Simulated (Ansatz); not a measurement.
The system is CaO.

```
Ca O
1.0
    -1.55296    1.55296    5.82128
     1.55296   -1.55296    5.82128
     1.55296    1.55296   -5.82128
Ca O
2 2
Direct
  0.04236 0.04236 0.00000
  0.79236 0.29236 0.50000
  0.45764 0.45764 0.00000
  0.20764 0.70764 0.50000
```

The cell was built by a generator and needn't be a form met in nature.

* Program: Ansatz 0.2.0
* Task: relaxation of cell and atoms
* Functional: PBEsol
* Dispersion: D3(BJ)
* Potentials or basis: Ansatz PAW
* Cutoff: 420 eV (not typed: the program's choice for these potentials)
* k mesh: 9 × 9 × 9
* Occupations: fermi-dirac, width 0.05 eV
* Spin: no spin polarisation

At the start: volume 14.04 Å³/atom.

Where does the relaxation end?

It ends after 8 steps and the volume is 13.03 Å³/atom (-7.2 %); space group I4_1md (No. 109, to 0.05 Å).

Step by step:
```csv
step,energy change (eV),largest force (eV/Å),volume (Å³)
1,0.0000,0.0233,56.16
2,-0.1026,0.0387,51.43
3,-0.1048,0.0086,52.33
4,-0.1055,0.0120,52.25
5,-0.1055,0.0010,52.24
6,-0.0977,0.0009,52.24
7,-0.0982,0.0001,52.11
8,-0.0978,0.0002,52.11
```

Final structure:
```cif
data_structure
_symmetry_space_group_name_H-M 'P 1'
_symmetry_Int_Tables_number 1
_cell_length_a 6.0606
_cell_length_b 6.0606
_cell_length_c 6.0606
_cell_angle_alpha 151.028
_cell_angle_beta 151.028
_cell_angle_gamma 41.434
_cell_volume 52.11
loop_
_atom_site_label
_atom_site_type_symbol
_atom_site_fract_x
_atom_site_fract_y
_atom_site_fract_z
_atom_site_occupancy
Ca1 Ca 0.04311 0.04311 0.00000 1
Ca2 Ca 0.79311 0.29311 0.50000 1
O1 O 0.45689 0.45689 0.00000 1
O2 O 0.20689 0.70689 0.50000 1
```

Caveat: the plane-wave basis is chosen anew once the cell has moved, so the energies of steps on either side of that aren't comparable; the pressure holds a Pulay correction of +0.5 GPa for the finite cutoff; the PAW data sets come from PBE, with cores solved anew for the run's functional, which leaves a small shift of forces and pressure.
